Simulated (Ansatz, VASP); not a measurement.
# C: VASP beside Ansatz

File POSCAR:

```
C
1.0
    0.0000000000     -1.7801161419     -1.7801161419
   -1.7801161419      0.0000000000     -1.7801161419
    1.7801161419      1.7801161419     -3.5602322838
C
4
Direct
    0.7281548793      0.7855859521      0.7402700021
    0.2718451207      0.2144140479      0.2597299979
    0.3466679065      0.4040989793      0.8847299774
    0.9033320935      0.8459010207      0.3652700226
```

File INCAR.step1:

```
SYSTEM = C
  PREC = Accurate
  ENCUT = 520
  ISMEAR = 0
  SIGMA = 0.05
  LREAL = .FALSE.
  LASPH = .TRUE.
  NELM = 100
  NBANDS = 16
  GGA = PE
  ALGO = Normal
  EDIFF = 1E-4
  LWAVE = .TRUE.
  LCHARG = .FALSE.
```

File INCAR.step2:

```
SYSTEM = C
  PREC = Accurate
  ENCUT = 520
  EDIFF = 1E-7
  ISMEAR = 0
  SIGMA = 0.05
  LREAL = .FALSE.
  LASPH = .TRUE.
  NELM = 100
  ALGO = Normal
  ISIF = 2
  LWAVE = .FALSE.
  LCHARG = .TRUE.
  METAGGA = R2SCAN
  LMIXTAU = .TRUE.
  LELF = .TRUE.
  LVHAR = .TRUE.
  NBANDS = 16
  ISTART = 1
```

File KPOINTS:

```
Automatic mesh
0
G
  12 12 10
  0 0 0
```

Input for Ansatz:

```yaml
crystal:
  lattice:
    - [0.0, -1.7801161419, -1.7801161419]
    - [-1.7801161419, 0.0, -1.7801161419]
    - [1.7801161419, 1.7801161419, -3.5602322838]
  atoms:
    - { symbol: C, position: [0.7281548793, 0.7855859521, 0.7402700021] }
    - { symbol: C, position: [0.2718451207, 0.2144140479, 0.2597299979] }
    - { symbol: C, position: [0.3466679065, 0.4040989793, 0.8847299774] }
    - { symbol: C, position: [0.9033320935, 0.8459010207, 0.3652700226] }
basis:
  ecutwfc: 520.0
kpoints:
  mp_grid: { grid: [12, 12, 10] }
hamiltonian:
  xc: r2scan
scf:
  occupations: { method: gaussian, width: 0.05 }
output:
  forces: true
  stress: true
  eigenvalues: true
```

Change from the starting cell: mode 4 frozen in at -0.074 Å and mode 9 at -0.040 Å (largest displacements).

Alike in both runs: task single point; functional r2SCAN; k mesh 12 × 12 × 10; occupations gaussian, width 0.05 eV; no spin polarisation.

|  | VASP | Ansatz |
| --- | --- | --- |
| version | VASP 6.6.1 | Ansatz 0.2.0 |
| potentials or method | VASP PAW PBE potentials, release 64 (C) | scalar-relativistic, plane waves, PAW |
| plane-wave cutoff (eV) | 520 | 520 |
| valence electrons in the cell | 16 | 16 |

Ansatz gave:

- gap on the k mesh at the Fermi level (eV): 4.12
- least direct gap on the mesh (eV): 5.67
- pressure (GPa): 0.7
- largest component of the traceless stress (GPa): 1.22
- rms of the force components (eV/Å): 1.758

Task: What did VASP give for the same quantities?

Result: gap on the k mesh at the Fermi level (eV): 4.09; least direct gap on the mesh (eV): 5.63; pressure (GPa): 1.8; largest component of the traceless stress (GPa): 1.21; rms of the force components (eV/Å): 1.753.

Atom by atom the forces differ by 0.006 eV/Å (rms over components). The functional is the same, so the differences come from potentials, cutoffs and numerics.

Caveats: the PAW data sets were made with another functional, which shifts forces and pressure a little (VASP).
